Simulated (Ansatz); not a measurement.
Relaxed GeO2 (rutile):

```
GeO2
1.0
    4.42809     0.00000     0.00000
    0.00000     4.42809     0.00000
    0.00000     0.00000     2.88419
Ge O
2 4
Direct
  0.00000   0.00000   0.00000
  0.50000   0.50000   0.50000
  0.30632   0.30632   0.00000
  0.80632   0.19368   0.50000
  0.19368   0.80632   0.50000
  0.69368   0.69368   0.00000
```

In this cell atom 2 (Ge, nearest neighbour O at 1.884 Å; its periodic images, 2.9 Å or more away, move with it) is moved by s towards the nearest neighbour, unit vector (0.455, 0.455, -0.765); all other atoms and the cell stay fixed.

These are PBEsol (plane waves to 420 eV, PAW, scalar-relativistic; Ansatz, an electronic-structure program) values and carry that method's errors. k mesh 6×6×9 (Γ-centred), Fermi-Dirac smearing 0.05 eV. The energy includes the smearing's −TS. Left out: 2 of 11 points, with atoms too close for the PAW data. GeO2 was relaxed with its symmetry unable to fall. ΔE is measured from the undisplaced structure.

Successive frames, forces in eV/Å:

```json
[
 {"frame": "s = -0.114 Å", "ΔE (meV/cell)": "159", "F on Ge1": "(-0.624, -0.624, -0.048)", "F on Ge2": "(1.654, 1.654, -1.788)", "F on O3": "(-0.758, -0.758, 1.200)", "F on O4": "(0.023, 0.063, 0.059)", "F on O5": "(0.063, 0.023, 0.059)", "F on O6": "(-0.359, -0.359, 0.519)"},
 {"frame": "s = 0.000 Å", "ΔE (meV/cell)": "0", "F on Ge1": "(0.000, 0.000, 0.000)", "F on Ge2": "(0.000, 0.000, 0.000)", "F on O3": "(-0.001, -0.001, 0.000)", "F on O4": "(-0.001, 0.001, 0.000)", "F on O5": "(0.001, -0.001, 0.000)", "F on O6": "(0.001, 0.001, 0.000)"},
 {"frame": "s = 0.114 Å", "ΔE (meV/cell)": "159", "F on Ge1": "(0.624, 0.624, 0.048)", "F on Ge2": "(-1.654, -1.654, 1.788)", "F on O3": "(0.359, 0.359, -0.519)", "F on O4": "(-0.063, -0.023, -0.059)", "F on O5": "(-0.023, -0.063, -0.059)", "F on O6": "(0.758, 0.758, -1.200)"},
 {"frame": "s = 0.228 Å", "ΔE (meV/cell)": "697", "F on Ge1": "(1.239, 1.239, 0.086)", "F on Ge2": "(-3.824, -3.824, 4.390)", "F on O3": "(0.518, 0.518, -0.656)", "F on O4": "(-0.158, -0.011, -0.121)", "F on O5": "(-0.011, -0.158, -0.121)", "F on O6": "(2.236, 2.236, -3.578)"}
]
```

**Question.** What are the energy and the forces in the next frame, s = 0.342 Å?

**Answer.** ΔE (meV/cell) = 1812.

```csv
atom,Fx,Fy,Fz
Ge1,1.839,1.839,0.106
Ge2,-7.160,-7.160,8.865
O3,0.594,0.594,-0.594
O4,-0.274,0.028,-0.191
O5,0.028,-0.274,-0.191
O6,4.973,4.973,-7.995
```

(For displaced atoms, the force is minus the slope of the energy, and its curvature is a force constant, which sets phonon frequencies.)
